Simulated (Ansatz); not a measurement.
TePb:

```
CELL_PARAMETERS angstrom
0.00000 3.23100 3.23100
3.23100 0.00000 3.23100
3.23100 3.23100 0.00000
ATOMIC_POSITIONS crystal
Pb 0.00000 0.00000 0.00000
Te 0.50000 0.50000 0.50000
```

| Item | Value |
| --- | --- |
| Program | Ansatz 0.2.0 |
| Task | relaxation of cell and atoms |
| Functional | revPBE |
| Potentials or basis | Ansatz PAW |
| Cutoff | 420 eV (not typed: the program's choice for these potentials) |
| k mesh | 7 × 7 × 7 |
| Occupations | fermi-dirac, width 0.05 eV |
| Spin | no spin polarisation |

At the start: volume 33.73 Å³/atom.

Question: Where does the relaxation end?

Answer: It ends after 5 steps and the volume is 36.43 Å³/atom (+8.0 %); space group Fm-3m (No. 225, to 0.05 Å).

The path:
| step | energy change (eV) | largest force (eV/Å) | volume (Å³) |
| --- | --- | --- | --- |
| 1 | 0.0000 | 0.0000 | 67.46 |
| 2 | -0.0472 | 0.0000 | 74.16 |
| 3 | -0.0497 | 0.0000 | 73.03 |
| 4 | -0.0498 | 0.0000 | 72.87 |
| 5 | -0.0505 | 0.0000 | 72.87 |

Final structure:
```xyz
2
Lattice="0.0000 3.3152 3.3152 3.3152 0.0000 3.3152 3.3152 3.3152 0.0000" Properties=species:S:1:pos:R:3 pbc="T T T"
Pb    0.0000    0.0000    0.0000
Te    3.3152    3.3152    3.3152
```

Caveat: the plane-wave basis is chosen anew once the cell has moved, so the energies of steps on either side of that aren't comparable; the PAW data sets come from PBE, with cores solved anew for the run's functional, which leaves a small shift of forces and pressure.
